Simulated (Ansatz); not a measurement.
Crystal: Fe3Ge.

```xyz
4
Lattice="0.0000 2.8756 2.8756 2.8756 0.0000 2.8756 2.8756 2.8756 0.0000" Properties=species:S:1:pos:R:3 pbc="T T T"
Ge    0.0000    0.0000    0.0000
Fe    4.3134    4.3134    4.3134
Fe    1.4378    1.4378    1.4378
Fe    2.8756    2.8756    2.8756
```

The cell comes from a database or a generator and needn't be the stable form of this composition.

Base run:

```yaml
Program: Ansatz 0.2.0
Functional: LDA
Potentials_or_basis: all-electron LAPW, scalar-relativistic
Cutoff: 282 eV
Density_cutoff: 1130 eV
Basis_error_allowed: 0.002 eV/atom
k_mesh: 8 × 8 × 8
Occupations: fermi-dirac, width 0.05 eV
Spin: collinear spin, ferromagnetic start
Starting_moments: "[0.0, 3.0, 3.0, 3.0] μB"
```

Its results: pressure -19.2 GPa; net moment 5.18 μB per cell; site moments Ge -0.06; Fe +1.37, +2.57 μB.

Task: The run is repeated on the same cell with these changes: functional from LDA to PBEsol. What comes out?

Result: Pressure -10.9 GPa; net moment 5.66 μB per cell; site moments Ge -0.07; Fe +1.63, +2.58 μB.

PBEsol binds less tightly than LDA, so the same cell stands under more pressure.

Not every run made on this cell is shown here.
